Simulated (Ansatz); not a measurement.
Input and output of a single-point calculation on CaO (rocksalt) (Ansatz 0.2.0, PBE). The cell was relaxed with r2SCAN and then strained (epitaxial +1.54 % in the plane normal to [111], free normal strain -0.90 %), with the atoms relaxed again with r2SCAN; k points keep the names of the unstrained zone.

Input (YAML):
```yaml
crystal:
  lattice:
    - [-0.0389607241, 2.3955116665, 2.3955116665]
    - [2.3955116665, -0.0389607241, 2.3955116665]
    - [2.3955116665, 2.3955116665, -0.0389607241]
  atoms:
    - { symbol: Ca, position: [0.0, 0.0, 0.0] }
    - { symbol: O, position: [0.5, 0.5, 0.5] }
kpoints:
  mp_grid: { grid: [10, 10, 10] }
  band_path:
    path:
      - [0.0, 0.0, 0.0]
      - [0.5, 0.0, 0.5]
      - [0.625, 0.25, 0.625]
      - [0.375, 0.375, 0.75]
      - [0.5, 0.5, 0.5]
      - [0.5, 0.25, 0.75]
      - [0.0, 0.5, 0.5]
    npoints: 1
hamiltonian:
  xc: pbe
scf:
  occupations: { method: fermi_dirac, width: 0.02 }
  n_extra_bands: 4
output:
  forces: true
  stress: true
  eigenvalues: true
```

Run as `ansatz run input.yaml --threads 4 --pin off --max-ram 3686MiB --backend cpu --events-out ev --progress --plain --runs-dir out`.

Abridged output:
```
scf.n_extra_bands = 4 over 8 filled bands (N_el = 16.0): the run solves 12 bands
Pseudopotential: Ca, paw, valence charge 10, recommended cutoff 420 eV (normal)
Pseudopotential: O, paw, valence charge 6, recommended cutoff 420 eV (normal)
Functional definition: PBE
Crystal: 2 atoms, lattice volume = 28.164 Å³
Basis set: ecut = 420 eV, 537 PW (Γ)
Symmetry: 12 space group operations
Space group: R-3m (ITA 166)
k-points: 116 of 1000
SCF 1 converged in 7 iterations: F = -2387.717704 eV  dr2 = 4.27e-8
Free energy (F): -2387.717704 eV
Fermi energy:    9.381300 eV
--- Forces (eV/Å), atoms counted from 1 ---
  atom   1  Ca      0.00000      0.00000      0.00000
  atom   2  O       0.00000      0.00000      0.00000
--- Stress (GPa, compression-positive) ---
        0.054721       1.174504       1.174504
        1.174504       0.054721       1.174504
        1.174504       1.174504       0.054721
  P = ⅓ Tr σ = 0.0547 GPa (0.547 kbar)
```

Levels at the listed points, from bands.tsv (eV from the Fermi energy, bands near the gap, counted from 0):
```tsv
# k_distance	band_3	band_4	band_5	band_6	band_7	band_8	band_9	band_10	band_11
# fermi_ev = 9.381300
# [0, 0, 0] at k_distance = 0.000000
# [0.5, 0, 0.5] at k_distance = 1.301128
# [0.625, 0.25, 0.625] at k_distance = 1.764886
# [0.375, 0.375, 0.75] at k_distance = 2.555129
# [0.5, 0.5, 0.5] at k_distance = 3.345372
# [0.5, 0.25, 0.75] at k_distance = 4.257866
# [0, 0.5, 0.5] at k_distance = 5.703039
# levels_relative_to = fermi_ev
0.000	-20.322	-17.333	-1.869	-1.869	-1.790	2.760	4.270	4.270	4.525
1.301	-20.530	-17.097	-3.151	-2.258	-2.182	1.811	6.089	6.962	7.576
1.765	-20.484	-16.758	-3.150	-3.048	-2.659	3.316	6.031	6.627	7.113
2.555	-20.484	-16.758	-3.150	-3.048	-2.659	3.316	6.031	6.627	7.113
3.345	-20.383	-16.215	-4.426	-3.087	-3.087	5.190	6.520	6.520	6.544
4.258	-20.697	-16.739	-3.101	-2.915	-2.880	4.405	4.454	6.439	7.587
5.703	-20.530	-17.097	-3.151	-2.258	-2.182	1.811	6.089	6.962	7.576
```
In order the rows are Γ, X, U, K, L, W, X.

The PBE gap is indirect, 3.60 eV (Γ to X), below the direct gap of 3.99 eV at X. The mean pressure is +0.05 GPa (compression positive), so PBE would enlarge the cell's volume.

Calculated for a static, non-magnetic cell.
